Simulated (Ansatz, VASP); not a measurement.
**AlGaN2 in VASP and in Ansatz**

File INCAR:

```
PREC = Accurate
ENCUT = 520
EDIFF = 1E-7
ISMEAR = 0
SIGMA = 0.05
LREAL = False
LASPH = True
NELM = 60
ALGO = Normal
ISIF = 2
LWAVE = False
LCHARG = False
GGA = CA
NBANDS = 21
```

File KPOINTS:

```
regular mesh
0
Gamma
  8 8 6
```

POSCAR

```
AlGaN2
1.0
    3.1931686286      0.0000000000      0.0000000000
    0.0000000000      3.1931686286      0.0000000000
    0.0000000000      0.0000000000      4.3843302008
Al Ga N
1 1 2
Direct
    0.5000000000      0.5000000000      0.5000000000
    0.0000000000      0.0000000000      0.0000000000
    0.5000000000      0.0000000000      0.7400513254
    0.0000000000      0.5000000000      0.2599486746
```

Input for Ansatz:

```yaml
crystal:
  lattice:
    - [3.1931686286, 0.0, 0.0]
    - [0.0, 3.1931686286, 0.0]
    - [0.0, 0.0, 4.3843302008]
  atoms:
    - { symbol: Al, position: [0.5, 0.5, 0.5] }
    - { symbol: Ga, position: [0.0, 0.0, 0.0] }
    - { symbol: "N", position: [0.5, 0.0, 0.7400513254] }
    - { symbol: "N", position: [0.0, 0.5, 0.2599486746] }
basis:
  ecutwfc: 420
kpoints:
  mp_grid: { grid: [8, 8, 6] }
hamiltonian:
  xc: lda
scf:
  occupations: { method: gaussian, width: 0.05 }
output:
  forces: true
  stress: true
  eigenvalues: true
```

Change from the starting cell: strain +0.0250 x Voigt [1, 1, 0, 0, 0, 0], atoms carried along.

Alike in both runs: task single point; functional LDA; k mesh 8 × 8 × 6; occupations gaussian, width 0.05 eV; no spin polarisation.

|  | VASP | Ansatz |
| --- | --- | --- |
| version | VASP 6.6.1 | Ansatz 0.2.0 |
| potentials or method | VASP PAW LDA potentials, release 64 (Al, Ga_d, N) | scalar-relativistic, plane waves, PAW |
| plane-wave cutoff (eV) | 520 | 420 |
| valence electrons in the cell | 26 | 26 |

|  | VASP | Ansatz | Ansatz less VASP |
| --- | --- | --- | --- |
| gap on the k mesh at the Fermi level (eV) | 2.73 | 2.72 | -0.012 |
| least direct gap on the mesh (eV) | 2.73 | 2.72 | -0.012 |
| pressure (GPa) | -8.6 | -9.3 | -0.71 |
| largest component of the traceless stress (GPa) | 2.17 | 2.18 | +0.010 |
| rms of the force components (eV/Å) | 0.024 | 0.012 | -0.0115 |

Atom by atom the forces differ by 0.012 eV/Å (rms over components).
